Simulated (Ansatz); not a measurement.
# Pb (Im-3m) in Ansatz: single point with r2SCANh

Aim: the single point of Pb with r2SCANh.

All numbers are computed with Ansatz 0.2.0; they aren't measurements. Logs are shortened: lines on timing, memory, paths and dates and some standing lists are left out, and cuts for length are marked.

## Step 1: Starting point

The structure is cubic, space group Im-3m (No. 229). The conventional cell has a = 3.959 Å, b = 3.959 Å, c = 3.959 Å, α = 90.00°, β = 90.00°, γ = 90.00°. Pb (site symmetry m-3m) is surrounded by 8 Pb at 3.43 Å.

This isn't the form of Pb at room conditions, which is fcc.

## Step 2: Single point, r2SCANh

The input, input.yaml:

```yaml
crystal:
  lattice:
    - [-1.9796595667, 1.9796595667, 1.9796595667]
    - [1.9796595667, -1.9796595667, 1.9796595667]
    - [1.9796595667, 1.9796595667, -1.9796595667]
  atoms:
    - { symbol: Pb, position: [0.0, 0.0, 0.0] }
hamiltonian:
  xc: r2scanh
  pseudopotentials: { kind: paw }
kpoints:
  mp_grid: { grid: [5, 5, 5] }
scf:
  occupations: { method: gaussian, width: 0.05 }
output:
  forces: true
  stress: true
  eigenvalues: true
```

Potentials or basis: Ansatz PAW.

The run is started by

```sh
$ ansatz run input.yaml --threads 2 --pin off --max-ram 5632MiB --backend cpu --events-out ev --progress --plain --runs-dir out
```

The log of the run:

```text
Warning: output.stress: scf.convergence.dr2_threshold = 1e-7 eV (the SCF's general default) is looser than the 1e-10 eV advised for a printed stress (1e-10 eV for each atom of the cell: 1). What an SCF threshold leaves in a stress goes as its square root, and in the free energy as the threshold itself, and one threshold admits the most on a small cell: of the crystals measured, under no hybrid functional and no lock of the moments, on runs that ended without the residual-converged pass, on stresses that held no estimate of that error, the worst erred by over 100 MPa in a component at 1e-7 eV an atom and by under 5 at 1e-10. Set scf.convergence.dr2_threshold to 1e-10 eV or tighter. The threshold is an SCF's pass mark: one that does not reach it within its budget of iterations ends unconverged, or closes short of it on a stop that the run arms, and scf.convergence.dr2_threshold's page says what that costs each kind of run
Warning: output.stress: scf.exx.energy_threshold = 1e-6 eV is looser than the 1e-8 eV advised for a stress under a hybrid functional (1e-8 eV for each atom of the cell: 1). Every SCF of the exchange loop can meet its threshold on dr2 while the loop round them stops early: no threshold on dr2 bounds what that leaves in the stress. Set scf.exx.energy_threshold to 1e-8 eV or tighter. The threshold is the loop's pass mark: a loop that does not reach it within its budget of cycles ends unconverged, and scf.exx.energy_threshold's page has the law
Warning: RAYON_NUM_THREADS=2 ignored (pool sized by the plan → 2); use --threads N
Engine: ansatz 0.2.0, aarch64-unknown-linux-gnu
Pseudopotentials: kind: paw
Pseudopotential: Pb, paw, valence charge 14, recommended cutoff 500 eV (meta_gga), Pb.paw.azcp
Functional definition: r2SCANh
  parameter a = 0.1
  parameter k0 = 0.174
  parameter k1 = 0.065
  parameter a1 = 4.9479
  exchange = (1 - a)*r2scan_x(k0 = k0, k1 = k1, a1 = a1) + a*exact_x
  correlation = r2scan_c
Crystal: 1 atoms, lattice volume = 31.034 Å³
Basis set: ecut = 500 eV, 791 PW (Γ), exchange–correlation on 108×108×108 points (64 copies of the dense FFT grid, shifted against one another)
Bands: 11, of which v1, the nominal top of the filled ones, is band 7 counted from 1 (6 counted from 0)
Symmetry: 48 space group operations
Space group: Im-3m (ITA 229), of the structure as read, at distance tolerance 3.1e-5 Å
k-points: 10 of 125
Non-local potential: Pb, projectors of the file, l = 0: 2, l = 1: 2, l = 2: 2, l = 3: 2
PAW form: soft (Blöchl's): semilocal exchange-correlation on the pseudo side does not see the compensation charge
PAW frozen core: Pb, regenerated for the run's functional, and the local potential with it (the file was generated under x = pbe(κ = 0.804, μ = 0.2195149727645171), c = pbe(β = 0.06672455060314922))
PAW one-centre angular grid: Pb, 590 points (default); XC on 160 Gauss nodes
Initial density: superposition of atomic densities (neutral atoms: chi_scale 0, normalization atom), corrected by the library's trained network
Initial wavefunctions: pseudopotential atomic-orbital guess
Functional: x = r2scan, c = r2scan; τ floored in thin density (d = 2e-4 eV/Å³), warm-up for x = 0.9 r2scan + 0.1 exact, c = r2scan; τ floored in thin density (d = 2e-4 eV/Å³)
SCF iter   1: F=—  HF=-11920.750743 eV  |F-HF|=—  |Δ(HF+E_count)|=         —  Δρ=6.06e-3  dr2=1.15e-2  dr2_τ=7.12e-4  ethr=1.77e-3  ⟨swp⟩=13.1  Hψ=570  notcnv=0
preconditioner: auto → none  [insulator: Δε(μ)=0.155 eV  Ē_g=21.056 eV  σ=0.050 eV  W_gap=0.91  n_scr=12 (ndim 8)  ℏωp=24.9 eV  f_vac=0.000  D(μ)=0.90/eV (n_scr^D=12)]
iter 2 solved again at ethr=6.38e-6 eV; its pass at ethr=8.22e-5 eV (dr2=8.94e-4 eV) is discarded
SCF iter   2: F=—  HF=-11920.757087 eV  |F-HF|=—  |Δ(HF+E_count)|=   6.34e-3  Δρ=1.79e-3  dr2=8.92e-4  dr2_τ=5.74e-5  ethr=6.38e-6  ⟨swp⟩=2.2  Hψ=533  notcnv=0
SCF iter   3: F=—  HF=-11920.758727 eV  |F-HF|=—  |Δ(HF+E_count)|=   1.64e-3  Δρ=8.70e-4  dr2=1.99e-4  dr2_τ=5.53e-6  ethr=6.37e-6  ⟨swp⟩=3.2  Hψ=210  notcnv=0
SCF iter   4: F=—  HF=-11920.759142 eV  |F-HF|=—  |Δ(HF+E_count)|=   4.15e-4  Δρ=1.14e-4  dr2=1.83e-6  dr2_τ=2.44e-7  ethr=1.42e-6  ⟨swp⟩=3.7  Hψ=271  notcnv=0
SCF iter   5: F=—  HF=-11920.759143 eV  |F-HF|=—  |Δ(HF+E_count)|=   1.04e-6  Δρ=2.42e-5  dr2=6.03e-8  dr2_τ=7.80e-9  ethr=1.31e-8  ⟨swp⟩=4.0  Hψ=264  notcnv=0
SCF iter   6: F=—  HF=-11920.759143 eV  |F-HF|=—  |Δ(HF+E_count)|=   1.23e-7  Δρ=9.31e-6  dr2=2.06e-8  dr2_τ=6.66e-10  ethr=4.31e-10  ⟨swp⟩=4.1  Hψ=267  notcnv=0
SCF iter   7: F=—  HF=-11920.759143 eV  |F-HF|=—  |Δ(HF+E_count)|=   6.13e-9  Δρ=1.81e-6  dr2=8.12e-10  dr2_τ=2.38e-11  ethr=1.47e-10  ⟨swp⟩=3.0  Hψ=220  notcnv=0
SCF iter   8: F=-11920.759143 eV  HF=-11920.759143 eV  |F-HF|=1.27e-11  |Δ(HF+E_count)|=  1.87e-10  Δρ=3.25e-7  dr2=2.71e-11  dr2_τ=5.67e-12  ethr=5.80e-12  ⟨swp⟩=4.1  Hψ=275  notcnv=0
SCF 1 converged in 8 iterations: F = -11920.759143 eV  dr2 = 2.71e-11
Initial density: handed on by an earlier stage of this run
Initial wavefunctions: those handed on with the density
Functional: x = 0.9 r2scan + 0.1 exact, c = r2scan; τ floored in thin density (d = 2e-4 eV/Å³)
Frozen-core exchange: fock
iter 1 solved again at ethr=5.32e-7 eV; its pass at ethr=1.00e-1 eV (dr2=7.44e-5 eV) is discarded
SCF iter   1: F=—  HF=-11919.716505 eV  |F-HF|=—  |Δ(HF+E_count)|=         —  Δρ=1.52e-3  dr2=4.43e-4  dr2_τ=5.81e-6  ethr=5.32e-7  ⟨swp⟩=5.9  Hψ=641  notcnv=0
eigensolver tolerance schedule calibrated: the retry pair's looser diagonalisation under-reported the residual by θ = 0.83 (0.16/decade); ethr = c·dr2/N_el runs at the constant in force after the calibration composes with the one it found (an armed cap, an earlier calibration), c = 4.0e-2
preconditioner: auto → none  [insulator: Δε(μ)=0.464 eV  Ē_g=21.956 eV  σ=0.050 eV  W_gap=0.92  n_scr=12 (ndim 8)  ℏωp=24.9 eV  f_vac=0.000  D(μ)=0.83/eV (n_scr^D=0)]
SCF iter   2: F=—  HF=-11919.716597 eV  |F-HF|=—  |Δ(HF+E_count)|=   9.13e-5  Δρ=6.11e-4  dr2=6.65e-5  dr2_τ=2.62e-6  ethr=5.32e-7  ⟨swp⟩=4.1  Hψ=271  notcnv=0
SCF iter   3: F=—  HF=-11919.716633 eV  |F-HF|=—  |Δ(HF+E_count)|=   3.63e-5  Δρ=9.98e-5  dr2=2.04e-6  dr2_τ=6.12e-8  ethr=1.91e-7  ⟨swp⟩=4.0  Hψ=214  notcnv=0
SCF iter   4: F=-11919.716635 eV  HF=-11919.716635 eV  |F-HF|=2.51e-8  |Δ(HF+E_count)|=   2.56e-6  Δρ=1.48e-5  dr2=5.16e-8  dr2_τ=1.99e-9  ethr=5.87e-9  ⟨swp⟩=4.4  Hψ=339  notcnv=0  defer=1
SCF 2 converged in 4 iterations: F = -11919.716635 eV  dr2 = 5.16e-8
hybrid outer 1: dexx = +1.134e-4 eV, tail = 2.17e-7 eV
Frozen-core exchange: fock
SCF iter   1: F=—  HF=-11919.716633 eV  |F-HF|=—  |Δ(HF+E_count)|=         —  Δρ=1.09e-5  dr2=2.82e-8  dr2_τ=1.19e-9  ethr=7.74e-9  ⟨swp⟩=6.2  Hψ=328  notcnv=0
preconditioner: auto → none  [insulator: Δε(μ)=0.463 eV  Ē_g=21.941 eV  σ=0.050 eV  W_gap=0.92  n_scr=12 (ndim 8)  ℏωp=24.9 eV  f_vac=0.000  D(μ)=0.83/eV (n_scr^D=0)]
SCF iter   2: F=-11919.716633 eV  HF=-11919.716633 eV  |F-HF|=3.74e-9  |Δ(HF+E_count)|=   7.97e-9  Δρ=3.08e-6  dr2=1.37e-9  dr2_τ=4.22e-10  ethr=2.01e-10  ⟨swp⟩=3.9  Hψ=263  notcnv=0
SCF 3 converged in 2 iterations: F = -11919.716633 eV  dr2 = 1.37e-9
  Residual-converged pass: ⟨swp⟩=3.1  Hψ=224  notcnv=0  max |occ|·‖R‖ = 2.3e-6 eV (tolerance 2.4e-6 eV)  dr2=1.36e-9  dr2_τ=4.10e-10  dr2_onsite=2.19e-10  max |Δocc| = 1.2e-13
hybrid outer 2: dexx = +1.154e-9 eV, tail = 4.02e-9 eV, Δε = 1.76e-4 eV (about 3.23e-5 eV left of the loop's levels)
hybrid SCF converged: 2 outer / 6 inner (+8 warm-up), last move |dexx| = 1.15e-9 eV, tail = 4.02e-9 eV
Stability not checked: this state was not tested for a lower state beside it, because the functional holds exact exchange (a hybrid, or Hartree-Fock), whose exchange loop this test does not read (fock_operator; see scf.lower_state_search)
Free energy (F): -11919.716633 eV
Frozen-core exchange: fock
Harris-Foulkes:  -11919.716633 eV  (|F-HF|=3.74e-9)
Internal energy: -11919.715592 eV  (E = F + TS)
E sigma→0 (E₀):  -11919.716112 eV
Entropy (-TS):   -0.001041 eV (-1.041 meV/atom)
Fermi energy:    10.550321 eV
--- Per-component energies (eV) ---
  E_band       = -59.580278
  E_kinetic    = 288.744675
  E_local      = -1032.899650  (includes V_loc(G=0)·N_el)
  E_nonlocal   = 349.915859
  E_hartree    = 411.552898
  E_xc         = -189.324656
  E_vxc        = -131.777358  (∫ρ·V_xc dr)
  E_exx        = -14.781499  (= α·E_x^exact, valence–valence)
  E_paw        = -10436.801759  (= ΣΔE_a)
  E_vpaw       = -336.670428  (= ΣTr[D̂ρ^β])
  E_aug_tail   = 0.000019  (compensation charges beyond the density's cutoff)
  E_vtau       = 9.563987  (kinetic-family band-sum trace: ∫τ·v_τ [+ j·A + Jᵃ·Aᵃ] dr)
  E_ewald      = -1297.081552
  E_core_change = 0.960073  (= ΣΔE_core)
  E_smearing   = -0.001041  (= −TS)
  E_closure    = -0.000000  (closes the sum)
  Σ components = -11919.716633   (vs F -11919.716633, Δ=0.00e0)
--- Forces (eV/Å), atoms counted from 1 ---
  atom   1  Pb     0.00000000    -0.00000000    -0.00000000
  max |Σ_I F_I| component: 1.50e-29 eV/Å
--- Stress (GPa, compression-positive) ---
        1.422728       0.000000       0.000000
        0.000000       1.422728       0.000000
       -0.000000      -0.000000       1.422728
  P = ⅓ Tr σ = 1.4227 GPa (14.227 kbar)
--- Band table (eV; the first three rows and the last of 10) ---
  k-point 0: bands = ["-8.0757", "-8.0757", "-8.0757", "-7.8314", "-7.8314", "-2.2126", "18.7073", "18.7073", "18.7073", "22.6786", "22.6786"]
  k-point 1: bands = ["-8.1055", "-8.0470", "-7.9424", "-7.8591", "-7.8359", "-1.3437", "13.4616", "16.6533", "17.7685", "20.3221", "21.2946"]
  k-point 2: bands = ["-8.1534", "-8.0635", "-7.8542", "-7.8422", "-7.7171", "1.0548", "7.4065", "14.5904", "16.4911", "19.0589", "20.3203"]
  k-point 9: bands = ["-8.0981", "-8.0719", "-7.7631", "-7.7631", "-7.7496", "3.7630", "9.8758", "10.5014", "10.5014", "16.0955", "18.0388"]
```

It took 8.9 s on 2 threads of Arm Neoverse V1, shared host; peak memory 0.67 GiB.

What came out:

```yaml
Free_energy: -11919.7166 eV
Pressure: 1.4 GPa
Band_gap_on_the_k_mesh: none (metal or under the smearing width)
```

Caveat: the k mesh is coarse (spacing up to 0.45 Å⁻¹), so the values aren't converged, least of all with exact exchange; the PAW data sets come from PBE, with cores solved anew for the run's functional, which leaves a small shift of forces and pressure; the thresholds are loose for stress. Spin-orbit coupling is left out, which matters for the levels of Pb.
